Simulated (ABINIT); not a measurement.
Fe:

```xyz
2
Lattice="2.4342 0.0000 0.0000 -1.2171 2.1080 0.0000 0.0000 0.0000 3.8419" Properties=species:S:1:pos:R:3 pbc="T T T"
Fe    1.2171    0.7027    2.8815
Fe    0.0000    1.4054    0.9605
```

This isn't the form of Fe at room conditions, which is bcc.

Program: ABINIT 10.8.3 (patched build). Alike in all runs: task single point; level r2SCAN; spin collinear, ferromagnetic start; cell as given; k mesh 12 × 12 × 7; smearing fermi-dirac 0.05 eV.

Q: Order these runs on this cell by their pressure, lowest first.
A. potentials or basis Ansatz PAW PBE default generated set, frozen core; cutoff (eV) 490; fine-grid cutoff 979.61 eV
B. potentials or basis JTH PAW PBE v2.0; cutoff (eV) 844; fine-grid cutoff 1442.2 eV
C. potentials or basis SG15 NC PBE v1.2; cutoff (eV) 1306

A: B (17.5 GPa), A (56.4 GPa), C (61.1 GPa).

Caveats: the PAW data sets were made with another functional, which shifts forces and pressure a little (some runs); a pressure of tens of GPa on the cell as given is suspect, and the run, the potentials or the cell itself is likely at fault (some runs); the potentials were made for another functional, which shifts forces and pressure (some runs); the atomic spheres overlap (some runs).
